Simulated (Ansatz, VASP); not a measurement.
## Ga3S2 in VASP and in Ansatz

```
Ga S
1.0
     5.03407    0.00000    0.00000
     0.00000    5.03407    0.00000
     0.00000    0.00000    5.03407
Ga S
3 2
Direct
  0.00000 0.50000 0.50000
  0.50000 0.00000 0.50000
  0.50000 0.50000 0.00000
  0.50000 0.50000 0.50000
  0.00000 0.00000 0.00000
```

Alike in both runs: functional PBE; k mesh 8 × 8 × 8; occupations gaussian, width 0.1 eV; no spin polarisation.

Ansatz relaxed the structure, and its values are those at the end. VASP's run is a single point on that final structure, the one shown.

```csv
,VASP,Ansatz
version,VASP 6.6.1,Ansatz 0.2.0
potentials or method,"VASP PAW PBE potentials, release 64 (Ga_d, S)","scalar-relativistic, plane waves, PAW"
plane-wave cutoff (eV),520,420
valence electrons in the cell,51,51
```

Ansatz gave:

| Property | Result |
| --- | --- |
| gap on the k mesh at the Fermi level (eV) | none |
| pressure (GPa) | 0.0 |

Estimate VASP's values.

gap on the k mesh at the Fermi level (eV): none; pressure (GPa): 0.1.

A gap of «none» marks a metal or a gap that the smearing closes.
